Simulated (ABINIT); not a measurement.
CsPbBr3:

```
CELL_PARAMETERS angstrom
5.87000 0.00000 0.00000
0.00000 5.87000 0.00000
0.00000 0.00000 5.87000
ATOMIC_POSITIONS crystal
Pb 0.50000 0.50000 0.50000
Cs 0.00000 0.00000 0.00000
Br 0.50000 0.50000 0.00000
Br 0.50000 0.00000 0.50000
Br 0.00000 0.50000 0.50000
```

Measurements of this composition are mostly on another form, of space group No. 62.

Base run:

| Quantity | Value |
| --- | --- |
| Program | ABINIT 10.8.3 (patched build) |
| Functional | PBE |
| Potentials or basis | PseudoDojo NC SR PBE v0.4.1 standard |
| Cutoff | 707 eV |
| k mesh | 4 × 4 × 4 |
| Occupations | fermi-dirac, width 0.05 eV |
| Spin | no spin polarisation |

Its results: band gap on the k mesh 1.53 eV, direct; pressure 1.6 GPa.

**Question.** The run is repeated on the same cell with these changes: functional from PBE to LDA; potentials or basis from PseudoDojo NC SR PBE v0.4.1 standard to PseudoDojo NC SR LDA v0.4.1 standard. What comes out?

**Answer.** Band gap on the k mesh 1.39 eV, direct; pressure -1.1 GPa.

Caveats: spin-orbit coupling is left out, which as a rule narrows the gap of such compounds by several tenths of an eV.

A k mesh can miss the band edges.
